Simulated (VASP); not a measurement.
A run of VASP 6.6.1 is set up as follows.

Contents of INCAR:

```
ALGO = Normal
DIPOL = 0.5 0.5 0.500
EDIFF = 1E-7
ENCUT = 520
GGA = PS
IDIPOL = 3
ISIF = 2
ISMEAR = 0
KPAR = 8
LASPH = T
LCHARG = T
LDIPOL = T
LREAL = F
LVACPOTAV = T
LVHAR = T
LWAVE = F
NELM = 100
PREC = Accurate
SIGMA = 0.05
```

Contents of KPOINTS:

```
k-points
0
Gamma
  4 6 1
```

The input POSCAR:

```
GaP
1.0
    5.4505000000      0.0000000000      0.0000000000
    0.0000000000      3.8540855110      0.0000000000
    0.0000000000      0.0000000000     23.4892992855
Ga P
8 8
Direct
    0.5000000000      0.5000000000      0.2128628845
    0.0000000000      1.0000000000      0.2949020603
    0.5000000000      0.5000000000      0.3769412362
    0.0000000000      1.0000000000      0.4589804121
    0.5000000000      0.5000000000      0.5410195879
    0.0000000000      0.0000000000      0.6230587638
    0.5000000000      0.5000000000      0.7050979397
    0.0000000000      1.0000000000      0.7871371155
    0.7500000000      0.0000000000      0.2128628845
    0.2500000000      0.5000000000      0.2949020603
    0.7500000000      0.0000000000      0.3769412362
    0.2500000000      0.5000000000      0.4589804121
    0.7500000000      1.0000000000      0.5410195879
    0.2500000000      0.5000000000      0.6230587638
    0.7500000000      0.0000000000      0.7050979397
    0.2500000000      0.5000000000      0.7871371155
```

Potentials or basis: VASP PAW PBE potentials, release 64 (Ga_d, P).

The run is started by

```sh
$ cat potpaw_PBE.64/Ga_d/POTCAR potpaw_PBE.64/P/POTCAR > POTCAR
$ mpirun -np 8 vasp_std > vasp.out
```

**Question.** What does it give for the ionisation potential of the upper face?

**Answer.** 4.99 eV.

**Question.** What does it give for the largest force?

**Answer.** 1.979 eV/Å.

**Question.** Predict the band gap on the k mesh.

**Answer.** 0.66 eV, indirect (least direct gap 0.77 eV).

Forces in eV/Å, atoms in the order of the input:
```
Ga   1.300  0.000  1.492
Ga  -0.315  0.000  0.189
Ga   0.274  0.000  0.123
Ga  -0.029  0.000 -0.012
Ga  -0.029  0.000  0.012
Ga   0.274  0.000 -0.123
Ga  -0.315  0.000 -0.189
Ga   1.300  0.000 -1.492
P   -0.424  0.000 -1.283
P   -0.689  0.000 -0.523
P   -0.043  0.000  0.124
P   -0.074  0.000 -0.096
P   -0.074  0.000  0.096
P   -0.043  0.000 -0.124
P   -0.689  0.000  0.523
P   -0.424  0.000  1.283
```

Caveat: the PAW data sets were made with another functional, which shifts forces and pressure a little. A hybrid or GW would open this gap; PBEsol tends to underestimate it.
